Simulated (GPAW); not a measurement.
Runs of GPAW 26.7.0 on ZrC. The structure is cubic, space group Fm-3m (No. 225). The conventional cell has a = 4.730 Å, b = 4.730 Å, c = 4.730 Å, α = 90.00°, β = 90.00°, γ = 90.00°. Zr (site symmetry m-3m) is surrounded by 6 C at 2.37 Å. Around C (site symmetry m-3m) lie 6 Zr at 2.37 Å. 

```csv
task,level,potentials or basis,cell,k mesh,cutoff (eV),smearing,optimizer,fmax,max steps,convergence,eigensolver,grid spacing,gap on the mesh (eV),pressure (GPa),relaxed volume (Å³/atom)
single point,PBE,"GPAW PAW data sets (gpaw-data 1.2.1), pw",as given,10 × 10 × 10,800,gaussian 0.03 eV,-,-,-,-,-,-,none,-3.9,-
relaxation of cell and atoms,revPBE+D3(BJ),"the program's PAW data sets (release 1.2.1) made for this functional, pw",relaxed,10 × 10 × 10,800,fermi-dirac 0.05 eV,BFGS,0.02 eV/Å,40,density=1e-05 forces=0.0001,-,-,none,0.0,(a)
relaxation of cell and atoms,revPBE+D4,"the program's PAW data sets (release 1.2.1) made for this functional, pw",relaxed,10 × 10 × 10,800,fermi-dirac 0.05 eV,BFGS,0.02 eV/Å,60,density=1e-05 forces=0.0001,-,-,none,0.2,12.77
relaxation of cell and atoms,BLYP+D4,"PAW data sets generated in the run's folder for this functional, pw",relaxed,10 × 10 × 10,800,fermi-dirac 0.05 eV,FIRE,0.01 eV/Å,60,density=1e-05 forces=0.0001,davidson,-,none,-0.1,13.01
single point,RPBE,"the program's PAW data sets (release 1.2.1) made for this functional, pw",as given,10 × 10 × 10,800,gaussian 0.05 eV,-,-,-,-,-,-,none,-0.3,-
single point,PBEsol,"PAW data sets generated in the run's folder for this functional, pw",as given,10 × 10 × 10,800,gaussian 0.1 eV,-,-,-,-,-,-,none,(b),-
```

Alike in all rows: no spin polarisation.

Q: Fill in the values left out.

A: (a) 12.59; (b) -9.3.

Caveats: later steps reuse the first step's grids (some runs); pairwise dispersion overbinds metals, which lowers pressure and volume (some runs).

A k mesh can miss the band edges, and the runs leave out spin-orbit coupling on Zr.

A gap of «none» marks a metal or a gap under the smearing width.
